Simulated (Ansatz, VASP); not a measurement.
**Two plane-wave programs on Cs**

```
Cs
1.0
    -2.73162    2.73162    4.06974
     2.73162   -2.73162    4.06974
     2.73162    2.73162   -4.06974
Cs
1
Direct
  0.00000 0.00000 0.00000
```

Change from the starting cell: volume scaled by 0.98.

Alike in both runs: task single point; functional PBE; k mesh 7 × 7 × 7; occupations fermi-dirac, width 0.05 eV; no spin polarisation.

|  | VASP | Ansatz |
| --- | --- | --- |
| version | VASP 6.6.1 | Ansatz 0.2.0 |
| potentials or method | VASP PAW PBE potentials, release 64 (Cs_sv) | Ansatz PAW |
| plane-wave cutoff (eV) | 520 | 420 |
| valence electrons in the cell | 9 | 9 |

|  | VASP | Ansatz | Ansatz less VASP |
| --- | --- | --- | --- |
| gap on the k mesh at the Fermi level (eV) | none | none | - |
| pressure (GPa) | -0.1 | -0.1 | +0.01 |

A gap of «none» marks a metal or a gap that the smearing closes. The functional is the same, so the differences come from potentials, cutoffs and numerics.

The runs have no spin-orbit coupling, so splittings on Cs are missing.
